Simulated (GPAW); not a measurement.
**The basis that the transmission of a Bi chain with a Pt atom bridging one bond needs**

Wanted: the zero-bias transmission of a Bi chain with a Pt atom bridging one bond on a ladder of levels, with run times.

Main program and level: GPAW 26.7.0; GPAW LCAO, PAW setups; Landauer transmission from Green's functions with principal layers (ASE), zero bias.

## (1) The starting structure

The cell holds 9 atoms: 8 Bi and 1 Pt. Cell: a = 9.000 Å, b = 9.000 Å, c = 23.400 Å, α = 90.0°, β = 90.0°, γ = 90.0°. Regions: left lead, 4 atoms (4 Bi); channel, 1 atom (1 Pt); right lead, 4 atoms (4 Bi). Vacuum lies along a and b. The structure is stacked along c, and the current runs across the ab planes.

## (2) Double-zeta polarised basis

The script solves lead and junction separately, takes H and S in the orbital basis, and joins semi-infinite leads through their self-energies; the dzp basis is the working standard.

run.py reads:

```python
import json
import numpy as np
from ase import Atoms
from ase.transport.calculators import TransportCalculator
from gpaw import GPAW, FermiDirac
from gpaw.lcao.tools import get_lcao_hamiltonian
from scipy.linalg import eigh

# The junction with lead layers at both ends, along the third cell vector
device = Atoms(
    ['Bi', 'Bi', 'Bi', 'Bi', 'Pt', 'Bi', 'Bi', 'Bi', 'Bi'],
    positions=[
        [4.50000, 4.50000, 1.45000],
        [4.50000, 4.50000, 4.35000],
        [4.50000, 4.50000, 7.25000],
        [4.50000, 4.50000, 10.15000],
        [6.62050, 4.50000, 11.70000],
        [4.50000, 4.50000, 13.25000],
        [4.50000, 4.50000, 16.15000],
        [4.50000, 4.50000, 19.05000],
        [4.50000, 4.50000, 21.95000]],
    cell=[[9.0, 0.0, 0.0], [0.0, 9.0, 0.0], [0.0, 0.0, 23.4]],
    pbc=True)

# One principal layer of the lead: the first 2 atoms of the device
lead = Atoms(
    ['Bi', 'Bi'],
    positions=[
        [4.50000, 4.50000, 1.45000],
        [4.50000, 4.50000, 4.35000]],
    cell=[[9.0, 0.0, 0.0], [0.0, 9.0, 0.0], [0.0, 0.0, 5.8]],
    pbc=True)

settings = dict(mode='lcao', basis='dzp', xc='PBE', h=0.2,
                occupations=FermiDirac(0.1), maxiter=250,
                mixer=dict(beta=0.1, nmaxold=8, weight=100.0),
                convergence=dict(density=0.0001))
energies = np.arange(-3, 3 + 1e-9, 0.075)
eta = 0.0001
n1, n2 = 1, 1
# k and -k transmit alike, so half of the mesh across the current serves
mesh = [(i, j) for i in range(n1) for j in range(n2) if (i, j) <= (-i % n1, -j % n2)]
weights = np.array([1 if (i, j) == (-i % n1, -j % n2) else 2 for i, j in mesh]) / (n1 * n2)

# [... helper functions left out ...]
fermi_lead = ground_state(lead, (1, 1, 19), 'lead.txt')
fermi_device = ground_state(device, (1, 1, 3), 'device.txt')
# [... loop over the mesh left out, but for ...]
        # Shift the lead onto the potential of the device's first layer
        shift = ((H[:, 0, 0] - H0[:, 0, 0]) / S0[0, 0]).real.mean()
# [...]
kT = 8.617333e-5 * 300
bias = [0.1, 0.2, 0.5, 1.0, 1.5, 2.0]
# [... integrals and printing left out ...]
```

Started as:

```sh
> OMP_NUM_THREADS=1 OPENBLAS_NUM_THREADS=1 python run.py
```

The program printed:

```text
basis functions: device 211, principal layer 46
Fermi level: lead -2.8498 eV, device -2.6995 eV; lead shifted by -0.0059 eV
largest coupling past the next layer 5.83e-06 eV, largest misfit of the first layer 0.069 eV
  E-E_F (eV)   T (one spin)  [channel counts left out]
    -3.000    9.8449e-01
    -2.925    9.1112e-01
    -2.850    7.6190e-01
    -2.775    5.8193e-01
    -2.700    5.8910e-01
    -2.625    4.0225e-01
    -2.550    6.7341e-02
    -2.475    7.1128e-02
    -2.400    9.1213e-02
    -2.325    1.0814e-01
    -2.250    1.1681e-01
    -2.175    1.1582e-01
    -2.100    1.0537e-01
    -2.025    8.6570e-02
    -1.950    6.1662e-02
    -1.875    3.4485e-02
[...]
2.475    9.8024e-01
     2.550    9.8022e-01
     2.625    9.8011e-01
     2.700    9.7995e-01
     2.775    9.7974e-01
     2.850    9.7948e-01
     2.925    9.7918e-01
     3.000    9.7884e-01
conductance at 300 K: 2.1992 G0 a cell; thermopower -2.155 uV/K
current from the zero-bias T(E) at 0.1 V: 17.035 uA
current from the zero-bias T(E) at 0.2 V: 34.045 uA
current from the zero-bias T(E) at 0.5 V: 84.642 uA
current from the zero-bias T(E) at 1.0 V: 165.64 uA
current from the zero-bias T(E) at 1.5 V: 239.38 uA
current from the zero-bias T(E) at 2.0 V: 307.53 uA
```

It took 29 s on 1 thread of Arm Neoverse V1, shared host; peak memory 0.84 GiB.

Numbers from this step:

```yaml
conductance: 2.199 G₀
thermopower: -2.155 μV/K
largest_coupling_past_the_next_principal_layer: 5.83e-6 eV
largest_misfit_of_the_first_principal_layer: 0.06873 eV
shift_that_aligns_the_lead: -0.005928 eV
basis_functions_of_the_junction: 211
basis_functions_of_a_principal_layer: 46
transmission_at_the_fermi_level_one_spin: 2.201
```

One spin. Table of transmission, zone mean by energy, zero at the Fermi level:

| energy (eV) | transmission, zone mean |
| --- | --- |
| -3.00 | 0.984 |
| -2.85 | 0.762 |
| -2.70 | 0.589 |
| -2.55 | 0.0673 |
| -2.33 | 0.108 |
| -2.17 | 0.116 |
| -2.02 | 0.0866 |
| -1.88 | 0.0345 |
| -1.73 | 5.9e-5 |
| -1.57 | 0.0517 |
| -1.35 | 0.353 |
| -1.20 | 0.571 |
| -1.05 | 0.753 |
| -0.90 | 1.11 |
| -0.75 | 1.13 |
| -0.60 | 1.41 |
| -0.38 | 1.82 |
| -0.23 | 2.02 |
| -0.07 | 2.15 |
| 0.00 | 2.20 |
| 0.07 | 2.25 |
| 0.23 | 2.32 |
| 0.38 | 2.37 |
| 0.60 | 2.44 |
| 0.75 | 2.48 |
| 0.90 | 2.51 |
| 1.05 | 2.54 |
| 1.20 | 2.57 |
| 1.35 | 2.58 |
| 1.57 | 2.51 |
| 1.73 | 2.08 |
| 1.88 | 0.958 |
| 2.02 | 0.976 |
| 2.17 | 0.979 |
| 2.33 | 0.980 |
| 2.55 | 0.980 |
| 2.70 | 0.980 |
| 2.85 | 0.979 |
| 3.00 | 0.979 |

Not self-consistent under bias; the bias window is split evenly. Table of current through one cell, from the zero-bias transmission by bias:

```
bias (V)  current through one cell, from the zero-bias transmission (μA)
   0.100                                                            17.0
   0.200                                                            34.0
   0.500                                                            84.6
   1.000                                                             166
   1.500                                                             239
   2.000                                                             308
```

The transmission of the three most open eigenchannels by energy, zero at the Fermi level:

```
energy (eV)  channel 1  channel 2  channel 3
    -3.0000      0.984    5.1e-11          0
    -2.7750      0.582    5.0e-11          0
    -2.4750     0.0711    5.0e-11          0
    -2.2500      0.117    5.0e-11          0
    -2.0250     0.0866    5.0e-11          0
    -1.7250     5.9e-5    4.3e-11    6.6e-12
    -1.5000      0.123     1.0e-9    8.4e-11
    -1.2750      0.420     0.0272     0.0200
    -0.9750      0.767     0.0436     0.0342
    -0.7500      0.767      0.182      0.179
    -0.5250      0.839      0.481      0.240
    -0.2250      0.879      0.773      0.364
     0.0000      0.893      0.857      0.451
     0.2250      0.902      0.899      0.516
     0.5250      0.935      0.909      0.574
     0.7500      0.953      0.910      0.613
     0.9750      0.963      0.906      0.657
     1.2750      0.961      0.888      0.726
     1.5000      0.929      0.851      0.772
     1.7250      0.774      0.665      0.639
     2.0250      0.976    3.3e-11    2.5e-11
     2.2500      0.980    3.7e-11          0
     2.4750      0.980    3.6e-11          0
     2.7750      0.980    3.3e-11          0
     3.0000      0.979    3.1e-11          0
```

Couplings past the next layer reach 5.8e-6 eV, small enough to drop; the matrix elements of the cell's first layer differ from the bulk lead's by up to 0.069 eV. That layer keeps its own values in the calculation, and only beyond it is the lead taken as perfect. The Fermi levels of lead and junction count from different zeros of potential, one for each periodic cell; with both set to zero, the small remaining shift is what aligns them. Without spin-orbit coupling, which is large for these atoms, channel counts and T are those of the scalar-relativistic bands. By hand: G = 2.199 × 77.48 μS = 170 μS, a resistance of 5.87 kΩ; at 0.1 V a linear junction would pass 17.0 μA, and the integral over the bias window gives 17.0 μA. Mott's formula, S = -(π²/3)(k_B²T/e) d ln T/dE, has the prefactor 7.33 μV/K·eV at 300 K; T = 2.150 at -0.075 eV and 2.246 at 0.075 eV give a slope of 0.292 per eV and S = -2.14 μV/K, beside -2.15 μV/K from the thermal integral, which interpolates the same grid.

## (3) Single-zeta polarised basis

One radial function a shell plus polarisation makes the matrices smaller; the question is what that costs.

run.py, as its differences from that of step 2:

```diff
@@ -33,3 +33,3 @@
 
-settings = dict(mode='lcao', basis='dzp', xc='PBE', h=0.2,
+settings = dict(mode='lcao', basis='szp(dzp)', xc='PBE', h=0.2,
                 occupations=FermiDirac(0.1), maxiter=250,
```

The program printed:

```text
basis functions: device 127, principal layer 28
Fermi level: lead -2.9434 eV, device -2.7816 eV; lead shifted by 0.0039 eV
largest coupling past the next layer 5.79e-06 eV, largest misfit of the first layer 0.068 eV
  E-E_F (eV)   T (one spin)  [channel counts left out]
    -3.000    9.6410e-01
    -2.925    8.5197e-01
    -2.850    6.6169e-01
    -2.775    4.6628e-01
    -2.700    4.7583e-01
    -2.625    3.8351e-01
    -2.550    7.3411e-02
    -2.475    7.7844e-02
    -2.400    9.8001e-02
    -2.325    1.1576e-01
    -2.250    1.2629e-01
    -2.175    1.2808e-01
    -2.100    1.2092e-01
    -2.025    1.0534e-01
    -1.950    8.2648e-02
    -1.875    5.5324e-02
[...]
2.475    9.7699e-01
     2.550    9.7719e-01
     2.625    9.7725e-01
     2.700    9.7720e-01
     2.775    9.7706e-01
     2.850    9.7684e-01
     2.925    9.7657e-01
     3.000    9.7623e-01
conductance at 300 K: 2.2147 G0 a cell; thermopower -2.32 uV/K
current from the zero-bias T(E) at 0.1 V: 17.155 uA
current from the zero-bias T(E) at 0.2 V: 34.278 uA
current from the zero-bias T(E) at 0.5 V: 85.135 uA
current from the zero-bias T(E) at 1.0 V: 165.98 uA
current from the zero-bias T(E) at 1.5 V: 239.24 uA
current from the zero-bias T(E) at 2.0 V: 305.97 uA
```

The job ended after 24 s (1 thread; peak memory 0.82 GiB).

Numbers from this step:

```yaml
conductance: 2.215 G₀
thermopower: -2.320 μV/K
largest_coupling_past_the_next_principal_layer: 5.79e-6 eV
largest_misfit_of_the_first_principal_layer: 0.06835 eV
shift_that_aligns_the_lead: 0.003857 eV
basis_functions_of_the_junction: 127
basis_functions_of_a_principal_layer: 28
transmission_at_the_fermi_level_one_spin: 2.217
```

One spin. Transmission, zone mean against energy, zero at the Fermi level:

```
energy (eV)  transmission, zone mean
    -3.0000                    0.964
    -2.7750                    0.466
    -2.4750                   0.0778
    -2.2500                    0.126
    -2.0250                    0.105
    -1.7250                  0.00639
    -1.5000                   0.0694
    -1.2750                    0.414
    -0.9750                    0.787
    -0.7500                     1.13
    -0.5250                     1.50
    -0.2250                     2.01
     0.0000                     2.22
     0.2250                     2.34
     0.5250                     2.44
     0.7500                     2.50
     0.9750                     2.56
     1.2750                     2.61
     1.3500                     2.62
     1.5000                     2.60
     1.7250                     2.07
     2.0250                    0.961
     2.2500                    0.975
     2.4750                    0.977
     2.7750                    0.977
     3.0000                    0.976
```

Not self-consistent under bias; the bias window is split evenly. The current through one cell, from the zero-bias transmission by bias:

```csv
bias (V),"current through one cell, from the zero-bias transmission (μA)"
0.100,17.2
0.200,34.3
0.500,85.1
1.000,166
1.500,239
2.000,306
```

The transmission of the three most open eigenchannels by energy, zero at the Fermi level:

| energy (eV) | channel 1 | channel 2 | channel 3 |
| --- | --- | --- | --- |
| -3.00 | 0.964 | 0 | 0 |
| -2.77 | 0.466 | 0 | 0 |
| -2.55 | 0.0734 | 0 | 0 |
| -2.40 | 0.0980 | 0 | 0 |
| -2.17 | 0.128 | 0 | 0 |
| -1.95 | 0.0826 | 0 | 0 |
| -1.73 | 0.00639 | 0 | 0 |
| -1.57 | 0.0196 | 5.5e-10 | 4.8e-12 |
| -1.35 | 0.244 | 0.0411 | 0.0181 |
| -1.12 | 0.540 | 0.0511 | 0.0247 |
| -0.90 | 0.746 | 0.0715 | 0.0505 |
| -0.75 | 0.645 | 0.353 | 0.130 |
| -0.53 | 0.829 | 0.414 | 0.256 |
| -0.30 | 0.869 | 0.696 | 0.347 |
| -0.07 | 0.889 | 0.829 | 0.443 |
| 0.00 | 0.893 | 0.852 | 0.472 |
| 0.07 | 0.897 | 0.870 | 0.498 |
| 0.30 | 0.905 | 0.905 | 0.561 |
| 0.53 | 0.927 | 0.908 | 0.608 |
| 0.75 | 0.943 | 0.909 | 0.651 |
| 0.90 | 0.950 | 0.906 | 0.682 |
| 1.12 | 0.954 | 0.897 | 0.738 |
| 1.35 | 0.941 | 0.872 | 0.807 |
| 1.57 | 0.889 | 0.865 | 0.792 |
| 1.73 | 0.952 | 0.578 | 0.539 |
| 1.95 | 0.938 | 1.5e-10 | 8.1e-11 |
| 2.17 | 0.973 | 1.9e-12 | 0 |
| 2.40 | 0.977 | 0 | 0 |
| 2.55 | 0.977 | 0 | 0 |
| 2.77 | 0.977 | 0 | 0 |
| 3.00 | 0.976 | 0 | 0 |

The conductance, 2.21 G₀, lies 0.7 % above that of the dzp run.

## (4) Minimal basis

One function for each valence shell of the setup, as for a first survey of a large system.

run.py, as its differences from that of step 3:

```diff
@@ -33,3 +33,3 @@
 
-settings = dict(mode='lcao', basis='szp(dzp)', xc='PBE', h=0.2,
+settings = dict(mode='lcao', basis='sz(dzp)', xc='PBE', h=0.2,
                 occupations=FermiDirac(0.1), maxiter=250,
```

The program printed:

```text
basis functions: device 84, principal layer 18
Fermi level: lead -2.7774 eV, device -2.6381 eV; lead shifted by 0.0036 eV
largest coupling past the next layer 5.43e-06 eV, largest misfit of the first layer 0.067 eV
  E-E_F (eV)   T (one spin)  [channel counts left out]
    -3.000    8.8610e-01
    -2.925    7.5126e-01
    -2.850    6.1693e-01
[...]
2.925    9.7200e-01
     3.000    9.7166e-01
conductance at 300 K: 2.2156 G0 a cell; thermopower -2.493 uV/K
current from the zero-bias T(E) at 0.1 V: 17.16 uA
current from the zero-bias T(E) at 0.2 V: 34.284 uA
current from the zero-bias T(E) at 0.5 V: 85.039 uA
current from the zero-bias T(E) at 1.0 V: 164.91 uA
current from the zero-bias T(E) at 1.5 V: 236.48 uA
current from the zero-bias T(E) at 2.0 V: 302.17 uA
```

It took 19 s on 1 thread; peak memory 0.78 GiB.

This step gave:

```
conductance                                    : 2.216 G₀
thermopower                                    : -2.493 μV/K
largest coupling past the next principal layer : 5.43e-6 eV
largest misfit of the first principal layer    : 0.06712 eV
shift that aligns the lead                     : 0.003603 eV
basis functions of the junction                : 84
basis functions of a principal layer           : 18
transmission at the Fermi level (one spin)     : 2.219
```

One spin. Transmission, zone mean against energy, zero at the Fermi level:

```csv
energy (eV),"transmission, zone mean"
-3.00,0.886
-2.85,0.617
-2.70,0.177
-2.55,0.0496
-2.33,0.131
-2.17,0.155
-2.02,0.143
-1.88,0.0974
-1.73,0.0339
-1.57,2.1e-4
-1.35,0.254
-1.20,0.442
-1.05,0.640
-0.90,0.812
-0.75,1.09
-0.60,1.24
-0.38,1.74
-0.23,1.99
-0.07,2.16
0.00,2.22
0.07,2.27
0.23,2.35
0.38,2.41
0.60,2.47
0.75,2.51
0.90,2.54
1.05,2.57
1.20,2.60
1.35,2.60
1.57,2.48
1.73,1.79
1.88,0.311
2.02,0.943
2.17,0.964
2.33,0.970
2.55,0.972
2.70,0.973
2.85,0.972
3.00,0.972
```

The conductance, 2.22 G₀, lies 0.7 % above that of the dzp run.

## (5) LDA in the dzp basis: xc = "LDA"

Back in the dzp basis, the functional changes from PBE to LDA, to set the spread between functionals beside that between bases.

run.py, as its differences from that of step 4:

```diff
@@ -33,3 +33,3 @@
 
-settings = dict(mode='lcao', basis='sz(dzp)', xc='PBE', h=0.2,
+settings = dict(mode='lcao', basis='dzp', xc='LDA', h=0.2,
                 occupations=FermiDirac(0.1), maxiter=250,
```

The program printed:

```text
basis functions: device 211, principal layer 46
Fermi level: lead -3.1147 eV, device -2.9718 eV; lead shifted by -0.0005 eV
largest coupling past the next layer 5.86e-06 eV, largest misfit of the first layer 0.066 eV
  E-E_F (eV)   T (one spin)  [channel counts left out]
    -3.000    9.6562e-01
    -2.925    8.6375e-01
    -2.850    6.9403e-01
[...]
2.925    9.7754e-01
     3.000    9.7723e-01
conductance at 300 K: 2.221 G0 a cell; thermopower -2.218 uV/K
current from the zero-bias T(E) at 0.1 V: 17.203 uA
current from the zero-bias T(E) at 0.2 V: 34.377 uA
current from the zero-bias T(E) at 0.5 V: 85.417 uA
current from the zero-bias T(E) at 1.0 V: 166.81 uA
current from the zero-bias T(E) at 1.5 V: 240.54 uA
current from the zero-bias T(E) at 2.0 V: 308.08 uA
```

The job ended after 25 s (1 thread; peak memory 0.84 GiB).

Numbers from this step:

```yaml
conductance: 2.221 G₀
thermopower: -2.218 μV/K
largest_coupling_past_the_next_principal_layer: 5.86e-6 eV
largest_misfit_of_the_first_principal_layer: 0.06602 eV
shift_that_aligns_the_lead: -4.70e-4 eV
basis_functions_of_the_junction: 211
basis_functions_of_a_principal_layer: 46
transmission_at_the_fermi_level_one_spin: 2.223
```

The conductance, 2.22 G₀, lies 1.0 % above that of the dzp run.

## (6) All levels side by side

Times are for 1 thread of Arm Neoverse V1, shared host. The series side by side:

```csv
no.,run,conductance (G₀),time,memory (GiB)
1,dzp,2.199,29 s,0.84
2,szp,2.215,24 s,0.82
3,sz,2.216,19 s,0.78
4,dzp LDA,2.221,25 s,0.84
```

## (7) Comparison

The curves are compared point by point over the common energies.

This step: comparison of transmission and cost over codes and levels (GPAW 26.7.0).

Ladder, by row:

```csv
step,code,T at the Fermi level (sum over the listed spins),conductance (G0),r.m.s. T(E) from the first,wall time (s),peak memory (GiB),threads
dzp,GPAW,2.201,2.199,0,29.07,0.84,1
szp,GPAW,2.217,2.215,0.05625,24.27,0.82,1
sz,GPAW,2.219,2.216,0.1253,18.65,0.78,1
dzp-LDA,GPAW,2.223,2.221,0.03293,24.6,0.84,1
```

Transmission, zone mean, sum over the listed spins against energy, zero at the Fermi level:

```
energy (eV)     dzp     szp      sz  dzp-LDA
     -3.000   0.984   0.964   0.886    0.966
     -2.475  0.0711  0.0778  0.0781    0.106
     -2.025  0.0866   0.105   0.143    0.104
     -1.500   0.123  0.0694  0.0747   0.0973
     -0.975   0.845   0.787   0.728    0.823
     -0.525    1.56    1.50    1.40     1.54
      0.000    2.20    2.22    2.22     2.22
      0.525    2.42    2.44    2.45     2.44
      0.975    2.53    2.56    2.56     2.54
      1.350    2.58    2.62    2.60     2.60
      1.500    2.55    2.60    2.56     2.57
      2.025   0.976   0.961   0.943    0.972
      2.475   0.980   0.977   0.972    0.978
      3.000   0.979   0.976   0.972    0.977
```

(Continued in part 2 of 2.)

[Logs are printed without paths, hosts, clocks, repeated set-up lines and the standing remarks that a program may print on its own settings, such as how far it seeks lower states.]

[Hosts, paths, dates, database ids (printed as entryN), source tags and the programs' standing remarks are cut or masked in the printed files.]
